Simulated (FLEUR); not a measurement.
Bi2Se3 (Paraguanajuatite):

```xyz
5
Lattice="2.0715 1.1960 9.5453 -2.0715 1.1960 9.5453 0.0000 -2.3920 9.5453" Properties=species:S:1:pos:R:3 pbc="T T T"
Bi    0.0000    0.0000   17.1587
Bi    0.0000    0.0000   11.4773
Se    0.0000    0.0000   22.5738
Se    0.0000    0.0000    6.0622
Se    0.0000    0.0000    0.0000
```

Base run:

```yaml
Program: FLEUR MaX-R8.1 (later development tree)
Functional: LDA (von Barth-Hedin)
Potentials_or_basis: all-electron
Basis: FLAPW
Kmax: 4.28 1/bohr
k_mesh: 8 × 8 × 8
Occupations: fermi-dirac, width 0.05 eV
Spin: no spin polarisation
```

Its results: band gap on the k mesh 0.10 eV, direct.

The run is repeated on the same cell with these changes: functional from LDA (von Barth-Hedin) to LDA exchange alone (X-alpha). What comes out?

Band gap on the k mesh 0.03 eV, direct.

Caveats: spin-orbit coupling is left out, which as a rule narrows the gap of such compounds by several tenths of an eV.
